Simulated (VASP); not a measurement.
# Zn: molecular dynamics with the cell free or held by constraints

Zn, P6_3/mmc (no. 194), 8 atoms in the cell. PBE, constrained or biased molecular dynamics; PAW potentials Zn (PBE set).

| Held coordinates | Spread of the volume (Å³) | Time (s) |
|---|---|---|
| none | 0.24 | 432 |
| volume held, shape free | 0.00 | 431 |
| angles held, lengths free | 0.57 | 382 |

Limits: each run has its own random start, so only a spread that vanishes tells of a constraint; the run is only 0.12 ps long, so its averages are rough.

## Input of the first row

INCAR:
```
SYSTEM = Zn
PREC = Normal ; EDIFF = 1E-5
LREAL = .FALSE. ; ALGO = Normal
NELMIN = 4 ; ISYM = 0
LWAVE = .FALSE. ; LCHARG = .FALSE.
IBRION = 0 ; ISIF = 3
TEBEG = 300 ; POTIM = 2.0
RANDOM_SEED = 330184 0 0 ; ENCUT = 380
ISMEAR = 1 ; SIGMA = 0.2
MDALGO = 3 ; LANGEVIN_GAMMA = 10
LANGEVIN_GAMMA_L = 10 ; PMASS = 1000
NSW = 60
```

KPOINTS:
```
k-points
0
Gamma
  4 4 3
```

POSCAR:
```
Zn
1.0
    5.3400000000      0.0000000000      0.0000000000
   -2.6700000000      4.6245756562      0.0000000000
    0.0000000000      0.0000000000      4.9660000000
Zn
8
Direct
    0.3333333350      0.1666666650      0.7500000000
    0.3333333350      0.6666666650      0.7500000000
    0.8333333350      0.1666666650      0.7500000000
    0.8333333350      0.6666666650      0.7500000000
    0.1666666650      0.3333333350      0.2500000000
    0.1666666650      0.8333333350      0.2500000000
    0.6666666650      0.3333333350      0.2500000000
    0.6666666650      0.8333333350      0.2500000000
```

Commands:
```
cat potpaw_PBE.64/Zn/POTCAR > POTCAR
mpirun -np 4 vasp_std > vasp.out
```

ICONST of row 3:
```
LA 1 2 0
LA 1 3 0
LA 2 3 0
```

VASP 6.6.1 took 432 s on 4 cores (Intel Xeon Platinum 8259CL @ 2.50GHz (Skylake/Cascade Lake)), a shared host.
